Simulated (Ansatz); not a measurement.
## Surface calculation: fcc Os (110), 3 layers

The slab is cut from the fcc crystal, which needn't be the stable phase, as relaxed on PAW files (14.34 Å³/atom), with 16 Å of vacuum and a dipole correction:

```xyz
3
Lattice="2.7269 0.0000 0.0000 0.0000 3.8564 0.0000 0.0000 0.0000 18.7269" Properties=species:S:1:pos:R:3 pbc="T T T"
Os    0.0000    0.0000    8.0000
Os    1.3635    1.9282    9.3635
Os    0.0000    0.0000   10.7269
```

Level of theory: DFT with PBE, scalar-relativistic, in Ansatz 0.2.0; a Γ-centred 13×10×1 k mesh, Fermi–Dirac smearing of 0.1 eV, no spin polarisation. LAPW: all electrons, basis error target 1 meV/atom; PAW: frozen-core files, cutoff 420 eV.

The bulk energy comes from a cell in the slab's orientation on a 13×10×13 mesh. The surface energy is (E(slab) − N·E(bulk))/2A at zero smearing, the mean of both faces; thin slabs carry quantum-size effects.

Spin–orbit coupling is left out, which matters for the heavy atoms. The cell is 1×1, so reconstructions are forbidden, and in slabs of four or five layers the relaxations can be far larger than at a real surface.

Q: As cut, the LAPW slab lies 4.825 eV above 3 atoms of bulk. What surface energy is that?

A: Over two faces of 10.52 Å² it is 229.4 meV/Å², and times 16.02 J/m² per eV/Å² that gives γ = 3.676 J/m².

Q: What do relaxation and the other method give, and what work function comes out?

A: 

| method | γ as cut (J/m²) | γ relaxed (J/m²) | Φ as cut (eV) | Φ relaxed (eV) |
| --- | --- | --- | --- | --- |
| LAPW | 3.676 | 3.381 | 4.87 | 4.69 |
| PAW | 3.677 | 3.382 | 4.87 | 4.69 |

Q: How do the spacings between the planes relax?

A: From the bottom face up: d12 -9.0 % of 1.363 Å, d23 -9.0 % of 1.363 Å.
